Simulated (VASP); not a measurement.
## CdO: density of states with PBE

The system is CdO.

```xyz
2
Lattice="0.0000 2.1055 2.1055 2.1055 0.0000 2.1055 2.1055 2.1055 0.0000" Properties=species:S:1:pos:R:3 pbc="T T T"
Cd    0.0000    0.0000    0.0000
O     2.1055    2.1055    2.1055
```

The cell was built by a generator and isn't the measured one.

```
Program                 : VASP 6.6.1
Task                    : density of states
Functional              : PBE
Potentials or basis     : VASP PAW PBE potentials, release 64 (Cd, O)
Cutoff                  : 520 eV
k mesh                  : 12 × 12 × 12
Occupations             : fermi-dirac, width 0.05 eV
Spin                    : no spin polarisation
k mesh for the DOS      : 18 × 18 × 18
Occupations for the DOS : tetrahedron
Further INCAR settings  : ALGO = Normal; EDIFF = 1e-07; NBANDS = 16
```

```yaml
Valence_electrons_inside_the_program's_atomic_spheres: Cd 10.69; O 5.16
```

Levels at points of the mesh, in eV from the valence-band top:
| k point | band 7 | band 8 | band 9 | band 10 | band 11 | band 12 |
| --- | --- | --- | --- | --- | --- | --- |
| (0.00, 0.00, 0.00) | -3.11 | -3.11 | -3.11 | 0.29 | 14.89 | 19.33 |
| (0.50, 0.00, 0.00) | -4.69 | 0.00 | 0.00 | 4.27 | 9.67 | 13.37 |
| (0.50, 0.50, 0.00) | -5.54 | -4.50 | -4.50 | 5.24 | 9.80 | 12.41 |

States per cell in windows of 1 eV (zero at the valence-band top; states under -8 eV left out):
| from (eV) | total | Cd1_d | O2_p | Cd1_s | Cd1_p | O2_s | O2_d |
| --- | --- | --- | --- | --- | --- | --- | --- |
| -8.0 | 1.84 | 1.67 | 0.06 | 0.00 | 0.01 | 0.01 | 0.00 |
| -7.0 | 2.35 | 2.20 | 0.06 | 0.00 | 0.01 | 0.03 | 0.00 |
| -6.0 | 0.20 | 0.11 | 0.04 | 0.00 | 0.01 | 0.01 | 0.00 |
| -5.0 | 2.01 | 0.79 | 0.64 | 0.18 | 0.07 | 0.05 | 0.00 |
| -4.0 | 0.96 | 0.24 | 0.45 | 0.02 | 0.07 | 0.02 | 0.00 |
| -3.0 | 1.13 | 0.28 | 0.57 | 0.02 | 0.06 | 0.02 | 0.00 |
| -2.0 | 0.95 | 0.27 | 0.49 | 0.01 | 0.04 | 0.01 | 0.00 |
| -1.0 | 0.76 | 0.23 | 0.42 | 0.00 | 0.01 | 0.00 | 0.00 |
| 0.0 | 0.01 | 0.00 | 0.00 | 0.00 | 0.00 | 0.00 | 0.00 |
| 1.0 | 0.03 | 0.00 | 0.01 | 0.01 | 0.00 | 0.01 | 0.00 |
| 2.0 | 0.06 | 0.00 | 0.01 | 0.01 | 0.00 | 0.01 | 0.00 |
| 3.0 | 0.11 | 0.00 | 0.03 | 0.02 | 0.01 | 0.02 | 0.00 |
| 4.0 | 0.27 | 0.01 | 0.06 | 0.03 | 0.04 | 0.03 | 0.00 |
| 5.0 | 0.49 | 0.01 | 0.11 | 0.10 | 0.07 | 0.04 | 0.00 |
| 6.0 | 0.57 | 0.02 | 0.12 | 0.15 | 0.07 | 0.03 | 0.00 |
| 7.0 | 0.40 | 0.01 | 0.08 | 0.11 | 0.06 | 0.02 | 0.00 |

Wall time 59 s on 1 thread of AMD EPYC 7R13 Processor (Zen 3) (shared host), peak memory 0.15 GiB.

Caveat: the cell as given lies far from equilibrium.
